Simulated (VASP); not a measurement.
Output of a VASP run:

### OSZICAR
```
       N       E                     dE             d eps       ncg     rms          rms(c)
DAV:   1     0.226702761902E+03    0.22670E+03   -0.13686E+04   640   0.153E+03
DAV:   2    -0.446172022738E+01   -0.23116E+03   -0.22696E+03   832   0.392E+02
DAV:   3    -0.132302065992E+02   -0.87685E+01   -0.87630E+01   696   0.870E+01
DAV:   4    -0.135471027060E+02   -0.31690E+00   -0.31678E+00  1104   0.127E+01
DAV:   5    -0.135492257819E+02   -0.21231E-02   -0.21231E-02   688   0.112E+00    0.793E+00
DAV:   6    -0.122242945132E+02    0.13249E+01   -0.70846E+00   664   0.191E+01    0.305E+00
DAV:   7    -0.122101612953E+02    0.14133E-01   -0.18263E-01   832   0.394E+00    0.163E+00
DAV:   8    -0.122063919874E+02    0.37693E-02   -0.27927E-02   744   0.212E+00    0.176E-01
DAV:   9    -0.122075122152E+02   -0.11202E-02   -0.51185E-03   904   0.550E-01    0.124E-01
DAV:  10    -0.122077183915E+02   -0.20618E-03   -0.34094E-04   688   0.180E-01    0.282E-02
DAV:  11    -0.122077122676E+02    0.61239E-05   -0.61647E-05   856   0.782E-02    0.834E-03
DAV:  12    -0.122077133359E+02   -0.10683E-05   -0.83946E-06   832   0.269E-02    0.252E-03
DAV:  13    -0.122077133770E+02   -0.41056E-07   -0.16805E-06   928   0.101E-02    0.251E-03
DAV:  14    -0.122077131759E+02    0.20105E-06   -0.43197E-07   768   0.641E-03    0.384E-04
DAV:  15    -0.122077131791E+02   -0.31741E-08   -0.13146E-08   472   0.121E-03
   1 F= -.12207713E+02 E0= -.12207713E+02  d E =-.226586E-12
```

OUTCAR:
```
------------------------ aborting loop because EDIFF is reached ----------------------------------------
  FORCE on cell =-STRESS in cart. coord.  units (eV):
  Direction    XX          YY          ZZ          XY          YZ          ZX
  --------------------------------------------------------------------------------------
  Total        0.6455457      0.6455457      0.6455457      0.0000000     -0.0000000      0.0000000
  in kB       26.1125350     26.1125350     26.1125350      0.0000000     -0.0000000      0.0000000
  external PRESSURE =      26.1125350 kB  Pullay stress =       0.0000000 kB
  volume of cell :       39.61
      direct lattice vectors                 reciprocal lattice vectors
     0.000000000  2.705533068  2.705533068    -0.184806464  0.184806464  0.184806464
     2.705533068  0.000000000  2.705533068     0.184806464 -0.184806464  0.184806464
     2.705533068  2.705533068  0.000000000     0.184806464  0.184806464 -0.184806464
 POSITION                                       TOTAL-FORCE (eV/Angst)
 -----------------------------------------------------------------------------------
      0.00000      0.00000      0.00000         0.000000     -0.000000      0.000000
      1.35277      1.35277      1.35277         0.000000     -0.000000     -0.000000
      4.05830      4.05830      4.05830        -0.000000      0.000000      0.000000
 -----------------------------------------------------------------------------------
    total drift:                                0.000000      0.000000      0.000000
  FREE ENERGIE OF THE ION-ELECTRON SYSTEM (eV)
  ---------------------------------------------------
  free  energy   TOTEN  =       -12.2077131791 eV

  energy  without entropy=      -12.2077131791  energy(sigma->0) =      -12.20771318
```
(Selected blocks of OUTCAR.)

**POSCAR**
```
CaF2
1
    0.0000000000     2.7055330681     2.7055330681
    2.7055330681     0.0000000000     2.7055330681
    2.7055330681     2.7055330681     0.0000000000
Ca F
1 2
Direct
  0.0000000000   0.0000000000   0.0000000000
  0.2500000000   0.2500000000   0.2500000000
  0.7500000000   0.7500000000   0.7500000000
```

Q: Reconstruct the remaining input files.

A: Several could match; the one computed here: the input of the run itself, rev-vdW-DF2, plane waves, VASP's PBE PAW potentials (set 64).

### INCAR
```
# general
SYSTEM    =  CaF2
PREC      =  Accurate
ENCUT     =  520
LREAL     =  .False.
LASPH     =  .True.

# electronic loop
EDIFF     =  1E-7
NELM      =  100
ALGO      =  Normal

# smearing
ISMEAR    =  0
SIGMA     =  0.05

# functional
GGA       =  MK
LUSE_VDW  =  .True.
AGGAC     =  0.0
PARAM1    =  0.1234568
PARAM2    =  0.7114
ZAB_VDW   =  -1.8867

# ions
ISIF      =  2

# output
LWAVE     =  .False.
LCHARG    =  .False.
```

KPOINTS:
```
Automatic mesh
0
Gamma
7 7 7
0 0 0
```

POTCAR, in this order: Ca_sv F (PBE.64 set). Program: vasp_std.

The compound is CaF2 in the fluorite structure. This cell is one point of a volume scan, at 0.97 of the reference volume.
